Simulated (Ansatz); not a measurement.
# Relaxing Al

The calculation used DFT PBEsol+D3(BJ), scalar-relativistic, plane waves, PAW (Ansatz 0.2.0). Run with 420 eV cutoff, 24×24×12 k-mesh, Gaussian smearing of 0.10 eV, no spin polarisation.

What was changed: biaxial strain in the a-b plane, c and atoms relaxed: -3.0 %.

Command:

```bash
ansatz run input.yaml --threads 1 --pin off --max-ram 2560MiB --backend cpu --events-out ev --progress --plain --runs-dir out
```

Input:

```yaml
crystal:
  lattice:
    - [2.7065514101, 0.0, 0.0]
    - [-1.353275705, 2.3439422778, 0.0]
    - [0.0, 0.0, 4.7315801943]
  atoms:
    - { symbol: Al, position: [0.6666666667, 0.3333333333, 0.75] }
    - { symbol: Al, position: [0.3333333333, 0.6666666667, 0.25] }
basis:
  ecutwfc: 420
kpoints:
  mp_grid: { grid: [24, 24, 12] }
hamiltonian:
  xc: pbesol
  dispersion: d3bj
scf:
  occupations: { method: gaussian, width: 0.1 }
output:
  forces: true
  stress: true
  eigenvalues: true
relax:
  adjacent_minimum: "off"
  f_tol: 0.008
  max_steps: 40
  cell: { stress_tol: 0.015, fix: [a, b, gamma] }
```

F is the free energy. Steps run on the plane waves of an earlier cell, but the last one, and at times one on the way, on a freshly chosen basis, so a repeated geometry can differ a little in energy. The held parts of the cell keep their stress, so P needn't end at zero.

Steps:

```json
{"step": "1", "F − F(1) (eV)": "0.0000", "largest force component (eV/Å)": "0.000", "V (Å³/atom)": "15.009", "P (GPa)": "4.72"}
{"step": "2", "F − F(1) (eV)": "-0.0001", "largest force component (eV/Å)": "0.000", "V (Å³/atom)": "15.040", "P (GPa)": "4.54"}
{"step": "3", "F − F(1) (eV)": "-0.0001", "largest force component (eV/Å)": "0.000", "V (Å³/atom)": "15.052", "P (GPa)": "4.47"}
{"step": "4", "F − F(1) (eV)": "-0.0001", "largest force component (eV/Å)": "0.000", "V (Å³/atom)": "15.052", "P (GPa)": "4.47"}
```

Relaxed structure:

```cif
data_structure
_symmetry_space_group_name_H-M 'P 1'
_symmetry_Int_Tables_number 1
_cell_length_a 2.7066
_cell_length_b 2.7066
_cell_length_c 4.7452
_cell_angle_alpha 90.000
_cell_angle_beta 90.000
_cell_angle_gamma 120.000
_cell_volume 30.10
loop_
_atom_site_label
_atom_site_type_symbol
_atom_site_fract_x
_atom_site_fract_y
_atom_site_fract_z
_atom_site_occupancy
Al1 Al 0.66667 0.33333 0.75000 1
Al2 Al 0.33333 0.66667 0.25000 1
```

It takes space group P6_3/mmc (No. 194, hexagonal). Conventional cell: a = 2.707 Å, b = 2.707 Å, c = 4.745 Å, α = 90.00°, β = 90.00°, γ = 120.00°. Al (site symmetry -6m2) has 12 Al at 2.71 to 2.84 Å as nearest neighbours.

The run converged. The run took 7.6 s on 1 thread of AMD EPYC 9R45 96-Core Processor (Zen 5), with other jobs on the host, peak memory 0.46 GiB.